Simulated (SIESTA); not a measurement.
Crystal: BN.

```
N B
1.0
     2.55394    0.00000    0.00000
    -1.27697    2.21178    0.00000
     0.00000    0.00000    4.22685
N B
2 2
Direct
  0.33333 0.66667 0.12528
  0.66667 0.33333 0.62528
  0.33333 0.66667 0.49972
  0.66667 0.33333 0.99972
```

Measurements of this composition are mostly on another form, of space group No. 194.

Base run:

```yaml
Program: SIESTA 5.4.2
Functional: BLYP
Potentials_or_basis: PseudoDojo 0.4 standard (PBE files)
Basis: DZP (energy shift 0.003 Ry)
Grid_cutoff: 800 Ry
Energy_shift: 0.003 Ry
k_mesh: 12 × 12 × 6
Occupations: fermi-dirac, width 0.05 eV
Spin: no spin polarisation
```

Its results: band gap on the k mesh 5.64 eV, indirect (least direct gap 8.52 eV); pressure 13.7 GPa; largest force 0.016 eV/Å.

**Question.** The run is repeated on the same cell with these changes: functional from BLYP to vdW-DF-cx. What comes out?

**Answer.** Band gap on the k mesh 5.24 eV, indirect (least direct gap 8.34 eV); pressure 0.5 GPa; largest force 0.030 eV/Å.

Caveats: the potentials were made for another functional, which shifts forces and pressure; the basis of atomic orbitals isn't converged, which shifts pressures, moduli and gaps.

Not every run made on this cell is shown here.
